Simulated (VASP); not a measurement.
A convergence study with VASP on Li3N (alpha): one setting is varied, all else stays as given below, so the limit is that of these other settings. ε∞ is the independent-particle value.

```
CELL_PARAMETERS angstrom
      1.82500    -3.16099     0.00000
      1.82500     3.16099     0.00000
      0.00000     0.00000     3.87000
ATOMIC_POSITIONS crystal
  Li 0.33333 0.66667 0.00000
  Li 0.66667 0.33333 0.00000
  Li 0.00000 0.00000 0.50000
  N  0.00000 0.00000 0.00000
```

Level of theory: PBE GGA, VASP's PBE PAW potentials (set 64) (plane waves; VASP). The tightest run used: 700 eV cut-off, 6×6×5 Γ-centred mesh, Gaussian smearing of 0.050 eV, potentials Li_sv N.

The reference is NBANDS = 135, which took about 2 core-minutes. Times come from single runs on busy shared machines, so they are rough: good to a factor of about 2.

### Question
Of the settings NBANDS = 8; NBANDS = 9; NBANDS = 11; NBANDS = 15; NBANDS = 23; NBANDS = 39; NBANDS = 71; NBANDS = 135, which is the lowest that keeps the difference from the reference in mean ε∞ within 0.3 from there on, and what does it cost?

### Answer
NBANDS = 15; its cost over the reference is about 1/7.
```csv
setting,difference in mean ε∞,cost over the reference
NBANDS = 8,1.44,about 1/10
NBANDS = 9,0.82,about 1/10
NBANDS = 11,0.40,about 1/10
NBANDS = 15,0.15,about 1/7
NBANDS = 23,0.04,about 1/5
NBANDS = 39,0.01,about 1/4
NBANDS = 71,0.01,about 1/2
NBANDS = 135,0.00,reference
```

Left out are rungs that failed or repeat a setting and relaxations that didn't move; long series are thinned to 24 rows.

The compound is Li3N in the alpha structure. The cell was not relaxed at this level.
